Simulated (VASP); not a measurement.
# Zn (Fm-3m) in VASP: a series of runs

The runs below take Zn through single point, with LDA.

Everything below comes from runs of VASP 6.6.1. Logs are shortened: lines on timing, memory, paths and dates and some standing lists are left out, and cuts for length are marked.

## Step 1: The crystal as given

The structure is cubic, space group Fm-3m (No. 225). The conventional cell has a = 3.786 Å, b = 3.786 Å, c = 3.786 Å, α = 90.00°, β = 90.00°, γ = 90.00°. Zn (site symmetry m-3m) is surrounded by 12 Zn at 2.68 Å.

This isn't the form of Zn at room conditions, which is hcp.

## Step 2: Single point, LDA

Input file INCAR:

```
SYSTEM = Zn
ALGO = Normal
EDIFF = 1E-7
ENCUT = 520
ISIF = 2
ISMEAR = -1
LASPH = .TRUE.
LCHARG = .FALSE.
LREAL = .FALSE.
LWAVE = .FALSE.
NBANDS = 12
NELM = 100
PREC = Accurate
SIGMA = 0.1
```

Input file KPOINTS:

```
k-points
0
G
  23 23 23
  0 0 0
```

Input file POSCAR:

```
Zn
1.0
    0.0000000000      1.8927507171      1.8927507171
    1.8927507171      0.0000000000      1.8927507171
    1.8927507171      1.8927507171      0.0000000000
Zn
1
Direct
    0.0000000000      0.0000000000      0.0000000000
```

Potentials or basis: VASP PAW LDA potentials, release 64 (Zn).

Started as:

```
$ cat potpaw_LDA.64/Zn/POTCAR > POTCAR
$ mpirun -np 1 vasp_std > vasp.out
```

OUTCAR:

```text
SYSTEM = Zn
   EDIFF = 1E-7
   ENCUT = 520
   ISIF = 2
   ISMEAR = -1
   LASPH = .TRUE.
   LREAL = .FALSE.
   NELM = 100
   PREC = Accurate

 ion  position               nearest neighbor table
   1  0.000  0.000  0.000-

  LATTYP: Found a face centered cubic cell.
 ALAT       =     3.7855014342

  Lattice vectors:

 A1 = (   0.0000000000,   1.8927507171,   1.8927507171)
 A2 = (   1.8927507171,   0.0000000000,   1.8927507171)
 A3 = (   1.8927507171,   1.8927507171,   0.0000000000)

Analysis of symmetry for initial positions (statically):
=====================================================================
 Subroutine PRICEL returns:
 Original cell was already a primitive cell.

 Routine SETGRP: Setting up the symmetry group for a
 face centered cubic supercell.

 Subroutine GETGRP returns: Found 48 space group operations
 (whereof 48 operations were pure point group operations)
 out of a pool of 48 trial point group operations.

The static configuration has the point symmetry O_h .

Analysis of symmetry for dynamics (positions and initial velocities):
=====================================================================
 Subroutine PRICEL returns:
 Original cell was already a primitive cell.

 Routine SETGRP: Setting up the symmetry group for a
 face centered cubic supercell.

 Subroutine GETGRP returns: Found 48 space group operations
 (whereof 48 operations were pure point group operations)
 out of a pool of 48 trial point group operations.

The dynamic configuration has the point symmetry O_h .

 Subroutine INISYM returns: Found 48 space group operations
 (whereof 48 operations are pure point group operations),
 and found     1 'primitive' translations

----------------------------------------------------------------------------------------

                                     Primitive cell

  volume of cell :      13.5616

  direct lattice vectors                    reciprocal lattice vectors
     0.000000000  1.892750717  1.892750717    -0.264165796  0.264165796  0.264165796
     1.892750717  0.000000000  1.892750717     0.264165796 -0.264165796  0.264165796
     1.892750717  1.892750717  0.000000000     0.264165796  0.264165796 -0.264165796

  length of vectors
     2.676753734  2.676753734  2.676753734     0.457548580  0.457548580  0.457548580

  position of ions in fractional coordinates (direct lattice)
     0.000000000  0.000000000  0.000000000

  ion indices of the primitive-cell ions
   primitive index   ion index
                 1           1

----------------------------------------------------------------------------------------

 KPOINTS: k-points

Automatic generation of k-mesh.
 Grid dimensions read from file:
 generate k-points for:   23   23   23

 Generating k-lattice:

  Cartesian coordinates                     Fractional coordinates (reciprocal lattice)
    -0.011485469  0.011485469  0.011485469     0.043478261  0.000000000  0.000000000
     0.011485469 -0.011485469  0.011485469     0.000000000  0.043478261  0.000000000
     0.011485469  0.011485469 -0.011485469     0.000000000  0.000000000  0.043478261

  Length of vectors
     0.019893417  0.019893417  0.019893417

  Shift w.r.t. Gamma in fractional coordinates (k-lattice)
     0.000000000  0.000000000  0.000000000

 Subroutine IBZKPT returns following result:
 ===========================================

 Found    364 irreducible k-points:

 Following reciprocal coordinates:
            Coordinates               Weight
  0.000000  0.000000  0.000000      1.000000
  0.043478  0.000000  0.000000      8.000000
  0.086957  0.000000  0.000000      8.000000
  0.130435  0.000000  0.000000      8.000000
  0.173913  0.000000  0.000000      8.000000
  0.217391  0.000000  0.000000      8.000000
[... 16 lines left out ...]
  0.478261  0.043478  0.000000     24.000000
 -0.478261  0.043478  0.000000     24.000000
 [... further k-points ...]
   k-points           NKPTS =    364   k-points in BZ     NKDIM =    364   number of bands    NBANDS=     12
   number of dos      NEDOS =    301   number of ions     NIONS =      1
   total plane-waves  NPLWV =   8000
   dimension x,y,z NGX =    20 NGY =   20 NGZ =   20
   dimension x,y,z NGXF=    40 NGYF=   40 NGZF=   40
   ions per type =               1
   NGX,Y,Z   is equivalent  to a cutoff of  12.42, 12.42, 12.42 a.u.
   NGXF,Y,Z  is equivalent  to a cutoff of  24.84, 24.84, 24.84 a.u.
 SYSTEM =  Zn
   PREC   = accura    normal or accurate (medium, high low for compatibility)
   ISTART =      0    job   : 0-new  1-cont  2-samecut
   ICHARG =      2    charge: 1-file 2-atom 10-const
   ISPIN  =      1    spin polarized calculation?
   LNONCOLLINEAR =      F non collinear calculations
   LSORBIT =      F    spin-orbit coupling
   LASPH  =      T    aspherical Exc in radial PAW
   ENCUT  =  520.0 eV  38.22 Ry    6.18 a.u.   4.98  4.98  4.98*2*pi/ulx,y,z
   NELM   =    100;   NELMIN=  2; NELMDL= -5     # of ELM steps
   EDIFF  = 0.1E-06   stopping-criterion for ELM
   LREAL  =      F    real-space projection
   EDIFFG = 0.1E-05   stopping-criterion for IOM
   NSW    =      0    number of steps for IOM
   IBRION =     -1    ionic relax: 0-MD 1-quasi-New 2-CG
   NFREE  =      0    steps in history (QN), initial steepest desc. (CG)
   ISIF   =      2    stress and relaxation
   ISYM   =      2    0-nonsym 1-usesym 2-fastsym
   POTIM  = 0.5000    time-step for ionic-motion
   TEBEG  =    0.0;   TEEND  =   0.0 temperature during run
   PSTRESS=    0.0 pullay stress
   NELECT =      12.0000    total number of electrons
   NUPDOWN=      -1.0000    fix difference up-down
   EMIN   =  10.00;   EMAX   =-10.00  energy-range for DOS
   EFERMI =   0.00;   METHOD = LEGACY
   ISMEAR =    -1;   SIGMA  =   0.10  broadening in eV -4-tet -1-fermi 0-gaus
   EFERMI_NEDOS =   21; number of points for ismear=-14 and -15
   IALGO  =     38    algorithm
   IMIX   =      4    mixing-type and parameters
     AMIX     =   0.40;   BMIX     =  1.00
     AMIX_MAG =   1.60;   BMIX_MAG =  1.00
  volume/ion in A,a.u.               =      13.56        91.52
  Fermi-wavevector in a.u.,A,eV,Ry     =   1.571684  2.970052 33.608973  2.470190
  Thomas-Fermi vector in A             =   2.673231
   LORBIT       =      0    0 simple, 1 ext, 2 COOP (PROOUT), +10 PAW based schemes
   GGA     = CA    functional components
   LHFCALC =     F    Hartree Fock is set to
   AEXX    =    0.0000 exact exchange contribution
   IVDW    =     0    specifies the selected vdW correction
   LEPSILON=     F    determine dielectric tensor
   LRPA    =     F    only Hartree local field effects (RPA)
 non-spin polarized calculation
  energy-cutoff  :      520.00
  volume of cell :       13.56
 maximum number of plane-waves:       378
   NGX =  9   NGY =  9   NGZ =  9

 number of electron      12.0000013 magnetization

 Free energy of the ion-electron system (eV)
  ---------------------------------------------------
  ext. energy  EPLUGINS =         0.00000000
  ---------------------------------------------------
  free energy    TOTEN  =        -1.85226764 eV

  energy without entropy =       -1.84262392  energy(sigma->0) =       -1.84744578

 E-fermi :   3.7234     XC(G=0): -12.5202

 val. band max:        3.7165742496   @ k =  -0.4783   0.1739   0.0000
 cond. band min:       3.7477081691   @ k =  -0.3478   0.3478   0.1304
 fundamental gap:      0.0311339195
 Fermi energy:         3.7234489408

 k-point     1 :       0.0000    0.0000    0.0000
  band No.  band energies     occupation
      1      -7.5848      2.00000
      2      -4.3126      2.00000
      3      -4.3126      2.00000
      4      -4.3126      2.00000
      5      -3.8401      2.00000
      6      -3.8401      2.00000
      7      23.4341      0.00000
      8      23.4341      0.00000
      9      23.4341      0.00000
     10      23.5931      0.00000
     11      26.2328      0.00000
     12      26.2328      0.00000

 k-point     2 :       0.0435    0.0000    0.0000
  band No.  band energies     occupation
      1      -7.5230      2.00000
      2      -4.3189      2.00000
      3      -4.3044      2.00000
      4      -4.3044      2.00000
      5      -3.8427      2.00000
      6      -3.8427      2.00000
      7      22.0605      0.00000
      8      23.2046      0.00000
      9      23.2046      0.00000
     10      23.5355      0.00000
     11      26.5677      0.00000
     12      26.5677      0.00000

 k-point     3 :       0.0870    0.0000    0.0000
  band No.  band energies     occupation
      1      -7.3390      2.00000
      2      -4.3357      2.00000
      3      -4.2819      2.00000
      4      -4.2819      2.00000
      5      -3.8486      2.00000
      6      -3.8486      2.00000
      7      19.8264      0.00000
      8      22.7114      0.00000
      9      22.7114      0.00000
     10      23.4856      0.00000
     11      27.3759      0.00000
     12      27.3759      0.00000

 k-point     4 :       0.1304    0.0000    0.0000
  band No.  band energies     occupation
      1      -7.0385      2.00000
      2      -4.3552      2.00000
      3      -4.2513      2.00000
      4      -4.2513      2.00000
      5      -3.8525      2.00000
      6      -3.8525      2.00000
      7      17.5425      0.00000
      8      22.1737      0.00000
      9      22.1737      0.00000
     10      23.3991      0.00000
     11      28.4350      0.00000
     12      28.4350      0.00000

 k-point     5 :       0.1739    0.0000    0.0000
  band No.  band energies     occupation
      1      -6.6355      2.00000
      2      -4.3609      2.00000
      3      -4.2237      2.00000
      4      -4.2237      2.00000
      5      -3.8447      2.00000
      6      -3.8447      2.00000
      7      15.3079      0.00000
      8      21.6757      0.00000
      9      21.6757      0.00000
     10      23.2704      0.00000
     11      28.8626      0.00000
     12      29.1027      0.00000
[... 228 lines left out ...]
      1      -5.2251      2.00000
      2      -4.2923      2.00000
      3      -4.2651      2.00000
      4      -3.6737      2.00000
      5      -3.5548      2.00000
      6      -2.1912      2.00000
      7       6.1341      0.00000
      8      19.3635      0.00000
      9      20.4369      0.00000
     10      21.6604      0.00000
     11      25.1259      0.00000
     12      25.7616      0.00000

 k-point    22 :       0.4348    0.0435    0.0000
  band No.  band energies     occupation
      1      -5.2159      2.00000
      2      -4.3136      2.00000
      3      -4.2867      2.00000
      4      -3.5998      2.00000
      5      -3.5134      2.00000
      6      -1.1460      2.00000
      7       4.4951      0.00089
      8      19.4252      0.00000
      9      20.0797      0.00000
     10      21.4147      0.00000
     11      25.0203      0.00000
     12      25.1457      0.00000

 k-point    23 :       0.4783    0.0435    0.0000
  band No.  band energies     occupation
      1      -5.2180      2.00000
      2      -4.3260      2.00000
      3      -4.3010      2.00000
      4      -3.5523      2.00000
      5      -3.4931      2.00000
      6      -0.0721      2.00000
      7       3.0906      1.99644
      8      19.5910      0.00000
      9      19.6908      0.00000
     10      21.3834      0.00000
     11      24.6711      0.00000
     12      25.0021      0.00000

 k-point    24 :      -0.4783    0.0435    0.0000
  band No.  band energies     occupation
      1      -5.2191      2.00000
      2      -4.3280      2.00000
      3      -4.3060      2.00000
      4      -3.5316      2.00000
      5      -3.4967      2.00000
      6       0.4065      2.00000
      7       2.5303      1.99999
      8      19.3465      0.00000
      9      19.8530      0.00000
     10      21.4992      0.00000
     11      24.3470      0.00000
     12      25.0771      0.00000

 [... further k-points ...]

------------------------ aborting loop because EDIFF is reached ----------------------------------------

  FORCE on cell =-STRESS in cart. coord.  units (eV):
  Direction    XX          YY          ZZ          XY          YZ          ZX
  --------------------------------------------------------------------------------------
  -------------------------------------------------------------------------------------
  Total        0.0458582      0.0458582      0.0458582      0.0000000      0.0000000     -0.0000000
  in kB        5.4177280      5.4177280      5.4177280      0.0000000      0.0000000     -0.0000000
  external PRESSURE =       5.4177280 kB  Pullay stress =       0.0000000 kB

 VOLUME and BASIS-vectors are now :
 -----------------------------------------------------------------------------
  energy-cutoff  :      520.00
  volume of cell :       13.56
      direct lattice vectors                 reciprocal lattice vectors
     0.000000000  1.892750717  1.892750717    -0.264165796  0.264165796  0.264165796
     1.892750717  0.000000000  1.892750717     0.264165796 -0.264165796  0.264165796
     1.892750717  1.892750717  0.000000000     0.264165796  0.264165796 -0.264165796

 POSITION                                       TOTAL-FORCE (eV/Angst)
 -----------------------------------------------------------------------------------
      0.00000      0.00000      0.00000        -0.000000      0.000000     -0.000000
 -----------------------------------------------------------------------------------
    total drift:                                0.000000      0.000000      0.000000

  FREE ENERGIE OF THE ION-ELECTRON SYSTEM (eV)
  ---------------------------------------------------
  free  energy   TOTEN  =        -1.8522676387 eV

  energy  without entropy=       -1.8426239167  energy(sigma->0) =       -1.84744578
```

Run time: 28 s. Hardware: 1 thread of Intel Xeon Platinum 8488C (Sapphire Rapids), shared host; peak memory 0.16 GiB.

What came out:

* Free energy: -1.8523 eV
* Pressure: 0.5 GPa
* Band gap on the k mesh: none (metal or under the smearing width)

Levels at points of the mesh, in eV from the Fermi level:
```
           k point  band 2  band 3  band 4  band 5  band 6  band 7  band 8  band 9  band 10  band 11
(0.00, 0.00, 0.00)   -8.04   -8.04   -8.04   -7.56   -7.56   19.71   19.71   19.71    19.87    22.51
```

## Step 3: Single point, LDA

This run uses another cell than the first one, of 12.48 Å³/atom, 0.920 times its volume.

Input file INCAR:

```
  ALGO = Fast
  EDIFF = 1E-7
  ENCUT = 520
  ISIF = 2
  ISMEAR = -1
  LASPH = T
  LCHARG = F
  LREAL = F
  LWAVE = F
  NBANDS = 12
  NELM = 60
  PREC = Accurate
  SIGMA = 0.1
```

Input file KPOINTS:

```
k-points
0
Gamma
  16 16 16
```

Input file POSCAR:

```
Zn
1.0
    0.0000000000      1.8408681982      1.8408681982
    1.8408681982      0.0000000000      1.8408681982
    1.8408681982      1.8408681982      0.0000000000
Zn
1
Direct
    0.0000000000      0.0000000000      0.0000000000
```

Potentials or basis: VASP PAW LDA potentials, release 64 (Zn).

Started as:

```
$ cat potpaw_LDA.64/Zn/POTCAR > POTCAR
$ mpirun -np 1 vasp_std > vasp.out
```

OUTCAR:

```text
EDIFF = 1E-7
   ENCUT = 520
   ISIF = 2
   ISMEAR = -1
   LASPH = T
   LREAL = F
   NELM = 60
   PREC = Accurate

 ion  position               nearest neighbor table
   1  0.000  0.000  0.000-

  LATTYP: Found a face centered cubic cell.
 ALAT       =     3.6817363964

  Lattice vectors:

 A1 = (   0.0000000000,   1.8408681982,   1.8408681982)
 A2 = (   1.8408681982,   0.0000000000,   1.8408681982)
 A3 = (   1.8408681982,   1.8408681982,   0.0000000000)

Analysis of symmetry for initial positions (statically):
[... 538 lines left out ...]

 [... further k-points ...]

------------------------ aborting loop because EDIFF is reached ----------------------------------------

  FORCE on cell =-STRESS in cart. coord.  units (eV):
  Direction    XX          YY          ZZ          XY          YZ          ZX
  --------------------------------------------------------------------------------------
  -------------------------------------------------------------------------------------
  Total        0.8551131      0.8551131      0.8551131      0.0000000      0.0000000     -0.0000000
  in kB      109.8085274    109.8085274    109.8085274      0.0000000      0.0000000     -0.0000000
  external PRESSURE =     109.8085274 kB  Pullay stress =       0.0000000 kB

 VOLUME and BASIS-vectors are now :
 -----------------------------------------------------------------------------
  energy-cutoff  :      520.00
  volume of cell :       12.48
      direct lattice vectors                 reciprocal lattice vectors
     0.000000000  1.840868198  1.840868198    -0.271610972  0.271610972  0.271610972
     1.840868198  0.000000000  1.840868198     0.271610972 -0.271610972  0.271610972
     1.840868198  1.840868198  0.000000000     0.271610972  0.271610972 -0.271610972

 POSITION                                       TOTAL-FORCE (eV/Angst)
 -----------------------------------------------------------------------------------
      0.00000      0.00000      0.00000        -0.000000     -0.000000      0.000000
 -----------------------------------------------------------------------------------
    total drift:                                0.000000      0.000000      0.000000

  FREE ENERGIE OF THE ION-ELECTRON SYSTEM (eV)
  ---------------------------------------------------
  free  energy   TOTEN  =        -1.8146701553 eV

  energy  without entropy=       -1.8054871749  energy(sigma->0) =       -1.81007867
```

Run time: 13 s. Hardware: 1 thread of Intel Xeon Platinum 8488C (Sapphire Rapids), shared host; peak memory 0.13 GiB.

Results:

```yaml
Free_energy: -1.8147 eV
Pressure: 11.0 GPa
Band_gap_on_the_k_mesh: none (metal or under the smearing width)
```

[end of part 1 of 2]
